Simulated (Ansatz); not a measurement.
Crystal: In.

```
In
1.0
     3.33548    0.00000    0.00000
    -1.66774    2.88861    0.00000
     0.00000    0.00000    5.50914
In
2
Direct
  0.66667 0.33333 0.75000
  0.33333 0.66667 0.25000
```

This isn't the form of In at room conditions, which is tetragonal.

- Program: Ansatz 0.2.0
- Task: single point
- Functional: PBEsol
- Potentials or basis: Ansatz PAW
- Cutoff: 420 eV (not typed: the program's choice for these potentials)
- k mesh: 9 × 9 × 5
- Occupations: fermi-dirac, width 0.05 eV
- Spin: no spin polarisation

On this cell: pressure -1.4 GPa; largest force under 0.003 eV/Å; band gap on the k mesh none (metal or under the smearing width).

The same run follows on a disturbed copy (atoms moved at random, drawn with an rms of 0.05 Å):

```
In
1.0
     3.33548    0.00000    0.00000
    -1.66774    2.88861    0.00000
     0.00000    0.00000    5.50914
In
2
Direct
  0.67002 0.33591 0.74904
  0.32037 0.68022 0.25626
```

Question: What changes?

Answer: The energy (extrapolated to zero smearing) moves by +1.3 meV/atom; pressure -1.3 GPa; largest force 0.101 eV/Å; band gap on the k mesh none (metal or under the smearing width).

Forces in eV/Å, atoms in the order of the input:
```
In  -0.013  0.005  0.100
In   0.013 -0.005 -0.100
```

Stress tensor (GPa, compression positive):
```
-1.35  0.16 -0.02
 0.16 -1.21  0.01
-0.02  0.01 -1.48
```

Caveats: the PAW data sets come from PBE, with cores solved anew for the run's functional, which leaves a small shift of forces and pressure.
